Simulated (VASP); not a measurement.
A run of VASP 6.6.1 is set up as follows.

File INCAR:

```
PREC = Accurate
ENCUT = 600
EDIFF = 1E-6
ISMEAR = -1
SIGMA = 0.05
LREAL = False
LASPH = True
NELM = 80
ALGO = Normal
ISIF = 3
LWAVE = False
LCHARG = False
METAGGA = R2SCAN
LMIXTAU = True
IBRION = 2
NSW = 60
EDIFFG = -0.01
```

The input KPOINTS:

```
Automatic mesh
0
Gamma
  11 11 11
```

POSCAR

```
Mg
1.0
   -1.8359916300      1.8359916300      1.6794040200
    1.8359916300     -1.8359916300      1.6794040200
    1.8359916300      1.8359916300     -1.6794040200
Mg
1
Direct
    0.0000000000      0.0000000000      0.0000000000
```

Potentials or basis: VASP PAW PBE potentials, release 64 (Mg).

Run with:

```console
$ cat potpaw_PBE.64/Mg/POTCAR > POTCAR
$ mpirun -np 1 vasp_std > vasp.out
```

(1) What does it give for the space group after relaxing (to 0.05 Å)?

(2) Estimate the relaxed cell.

(3) Estimate the relaxed volume.

(4) What does it give for the band gap on the k mesh?

Answers

(1) Im-3m (No. 229).

(2) a = 3.073 Å, b = 3.073 Å, c = 3.073 Å, α = 109.42°, β = 109.42°, γ = 109.57°.

(3) 22.33 Å³/atom.

(4) none (metal or under the smearing width).

Caveat: the PAW data sets were made with another functional, which shifts forces and pressure a little.
